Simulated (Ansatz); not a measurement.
# BN: the cost of one run

Program: Ansatz 0.2.0. Level of theory: DFT PBEsol, scalar-relativistic, plane waves, PAW. These are calculated values, not measurements.

2 further runs of the same task are left out: 2 set aside as unsound or not needed.

### 1 Starting point

The structure is trigonal, space group R3m (No. 160). Conventional cell: a = 2.504 Å, b = 2.504 Å, c = 10.485 Å, α = 90.00°, β = 90.00°, γ = 120.00°. Around B (site symmetry 3m) lie 3 N at 1.45 Å. Around N (site symmetry 3m) lie 3 B at 1.45 Å.

Structure file:

```cif
data_structure
_symmetry_space_group_name_H-M 'P 1'
_symmetry_Int_Tables_number 1
_cell_length_a 3.7822
_cell_length_b 3.7822
_cell_length_c 3.7822
_cell_angle_alpha 38.665
_cell_angle_beta 38.665
_cell_angle_gamma 38.665
_cell_volume 18.98
loop_
_atom_site_label
_atom_site_type_symbol
_atom_site_fract_x
_atom_site_fract_y
_atom_site_fract_z
_atom_site_occupancy
B1 B 0.99962 0.99962 0.99962 1
N1 N 0.33281 0.33281 0.33281 1
```

It goes back to an entry of the Materials Project, which need not be the stable form.

It is the result of an earlier relaxation at this level (volume 9.49 Å³/atom; gap on the mesh: 4.25 eV).

### 2 Phonons at Γ, at rest

input.yaml

```yaml
crystal:
  lattice:
    - [1.2520795491, 0.7228884647, 3.4949145914]
    - [-1.2520795491, 0.7228884647, 3.4949145914]
    - [0.0, -1.4457769294, 3.4949145914]
  atoms:
    - { symbol: B, position: [0.9996198853, 0.9996198853, 0.9996198853] }
    - { symbol: "N", position: [0.3328131147, 0.3328131147, 0.3328131147] }
basis:
  ecutwfc: 420
kpoints:
  mp_grid: { grid: [12, 12, 12] }
hamiltonian:
  xc: pbesol
scf:
  occupations: { method: fixed }
output:
  eigenvalues: true
phonons:
  method: dfpt
  dielectric: true
  rigid_motions: translations
  eigenvectors: true
```

On the command line:

```console
$ ansatz run input.yaml --threads 1 --pin off --max-ram 3072MiB --backend cpu --events-out ev --progress --plain --runs-dir out
```

Q: Estimate wall time and peak memory on 1 thread of Arm Neoverse V1, shared host.

About 63 s, with a peak of 0.52 GiB.
